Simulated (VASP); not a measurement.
# PbTe: relaxed cell and band gap, by functional

PbTe, Fm-3m (no. 225), 2 atoms in the cell.

| Functional | Volume (Å³/atom) | Change from the starting volume (fraction) | Gap, path and mesh (eV) | Time (s) |
|---|---|---|---|---|
| rev-vdW-DF2 | 34.58 | 0.025 | 0.77 | 395 |
| vdW-DF-cx | 33.75 | 0.001 | 0.72 | 312 |
| vdW-DF3-opt1 | 33.91 | 0.005 | 0.72 | 531 |
| vdW-DF3-opt2 | 34.37 | 0.019 | 0.75 | 568 |

Limits: Spin-orbit coupling is left out, and with elements this heavy it changes the gap.

## Input of the first row

INCAR.step1:
```
PREC     = Accurate       # precision mode
ENCUT    = 600            # plane-wave cutoff, eV
EDIFF    = 1E-7           # SCF threshold, eV
ISMEAR   = 0              # smearing method
SIGMA    = 0.02           # smearing width, eV
LREAL    = False          # projectors in reciprocal space
LASPH    = True           # aspherical terms in the spheres
GGA_COMPAT= False        
ALGO     = Normal         # electronic algorithm
NELM     = 150            # most SCF steps
ISIF     = 3              # what is computed and relaxed
LWAVE    = False          # write WAVECAR
LCHARG   = False          # write CHGCAR
GGA      = MK             # functional
PARAM1   = 0.1234568    
PARAM2   = 0.7114       
ZAB_VDW  = -1.8867      
LUSE_VDW = True         
AGGAC    = 0.0          
IBRION   = 2              # ionic algorithm
EDIFFG   = -0.002         # ionic threshold
NSW      = 60             # ionic steps
KPAR     = 4             
```

INCAR.step2, as INCAR.step1 but for:
```
- NSW = 60
+ NSW = 40
```

INCAR.step3, as INCAR.step2 but for:
```
- ISIF = 3
- IBRION = 2
- EDIFFG = -0.002
- NSW = 40
+ ISIF = 2
+ NBANDS = 17
```

KPOINTS:
```
k-points
0
Gamma
  5 5 5
```

KPOINTS_OPT:
```
path GXWKGLUWLK,UX
8
line-mode
reciprocal
 0.0000000000  0.0000000000  0.0000000000  G
 0.5000000000  0.0000000000  0.5000000000  X

 0.5000000000  0.0000000000  0.5000000000  X
 0.5000000000  0.2500000000  0.7500000000  W

 0.5000000000  0.2500000000  0.7500000000  W
 0.3750000000  0.3750000000  0.7500000000  K

 0.3750000000  0.3750000000  0.7500000000  K
 0.0000000000  0.0000000000  0.0000000000  G

 0.0000000000  0.0000000000  0.0000000000  G
 0.5000000000  0.5000000000  0.5000000000  L

 0.5000000000  0.5000000000  0.5000000000  L
 0.6250000000  0.2500000000  0.6250000000  U

 0.6250000000  0.2500000000  0.6250000000  U
 0.5000000000  0.2500000000  0.7500000000  W

 0.5000000000  0.2500000000  0.7500000000  W
 0.5000000000  0.5000000000  0.5000000000  L

 0.5000000000  0.5000000000  0.5000000000  L
 0.3750000000  0.3750000000  0.7500000000  K

 0.6250000000  0.2500000000  0.6250000000  U
 0.5000000000  0.0000000000  0.5000000000  X
```

POSCAR.step1:
```
TePb
1.0
    0.0000000000      3.2310000000      3.2310000000
    3.2310000000      0.0000000000      3.2310000000
    3.2310000000      3.2310000000      0.0000000000
Pb Te
1 1
Direct
    0.0000000000      0.0000000000      0.0000000000
    0.5000000000      0.5000000000      0.5000000000
```

Commands (each step's output is kept before the next begins):
```
cat potpaw_PBE.64/Pb_d/POTCAR potpaw_PBE.64/Te/POTCAR > POTCAR
cp INCAR.step1 INCAR
cp POSCAR.step1 POSCAR
mpirun -np 4 vasp_std > vasp.out
cp CONTCAR POSCAR
rm WAVECAR CHG
cp INCAR.step2 INCAR
mpirun -np 4 vasp_std > vasp.out
cp CONTCAR POSCAR
rm WAVECAR CHG
cp INCAR.step3 INCAR
mpirun -np 4 vasp_std > vasp.out
```

Changes of the last row against the first:
```
(all steps)
- PARAM2 = 0.7114
+ PARAM2 = 0.58
+ IVDW_NL = 4
```

VASP 6.6.1 took 395 s on 4 cores (Intel Xeon 6975P-C (Granite Rapids)), a shared host.
